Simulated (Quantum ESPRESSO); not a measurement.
The system is CuO.

```
Cu O
1.0
     2.83633    0.00000    0.00000
    -1.41816    2.45633    0.00000
     0.00000    0.00000    2.76811
Cu O
1 1
Direct
  0.00000 0.00000 0.00000
  0.66667 0.33333 0.50000
```

Measurements of this composition are mostly on another form, of space group No. 15.

Program: Quantum ESPRESSO 7.5. Alike in all runs: task projected density of states; level LDA+U; potentials or basis SSSP 1.3 efficiency PBE; no spin polarisation; cell as given; k mesh 11 × 11 × 10; cutoff (eV) 748; smearing fermi-dirac 0.05 eV.

Question: Order these runs on this cell by their pressure, lowest first.
A. U Cu d U = 1 eV
B. U Cu d U = 6 eV
C. U Cu d U = 3 eV
D. U Cu d U = 8 eV

Answer: A (-15.8 GPa), C (-14.1 GPa), B (-11.2 GPa), D (-8.9 GPa).

Caveats: the potentials were made for another functional, which shifts forces and pressure; an odd number of electrons without spin polarisation forces a metal; a magnetic or distorted state may lie lower; the run has no spin polarisation, though such a crystal can be magnetic; U without spin polarisation on a metal has little footing.
